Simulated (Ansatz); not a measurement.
Runs of Ansatz 0.2.0 on Sc. The structure is hexagonal, space group P6_3/mmc (No. 194). Conventional cell: a = 3.309 Å, b = 3.309 Å, c = 5.273 Å, α = 90.00°, β = 90.00°, γ = 120.00°. Around Sc (site symmetry -6m2) lie 12 Sc at 3.26 to 3.31 Å. 

```tsv
task	level	k mesh	cutoff (eV)	q mesh	points for each segment of the path	atoms under strain	gap on the mesh (eV)	V0 of scaled cells (Å³/atom)	B0 (GPa)
equation of state	PBE	9 × 9 × 5	420	-	-	-	-	24.69	(a)
equation of state	r2SCAN	9 × 9 × 5	500	-	-	-	-	24.97	55
phonons	PBEsol	8 × 8 × 4	420	2 × 2 × 2	8	-	none	-	-
elastic constants	PBEsol	8 × 8 × 4	420	-	-	clamped	none	-	-
```

Alike in all rows: potentials or basis Ansatz PAW; no spin polarisation; cell as given; smearing fermi-dirac 0.05 eV.

Q: Estimate the missing entries.

A: (a) 54.

Caveats: the cell was scaled at fixed shape and fractional positions, which overstates the stiffness of a crystal with free parameters, most of all of layers and chains (some runs); the PAW data sets come from PBE, with cores solved anew for the run's functional, which leaves a small shift of forces and pressure (some runs); the PAW data sets were made with another functional, which shifts forces and pressure a little (some runs); elastic constants of metals need much finer meshes, so these are rough (some runs).

A gap of «none» marks a metal or a gap under the smearing width.
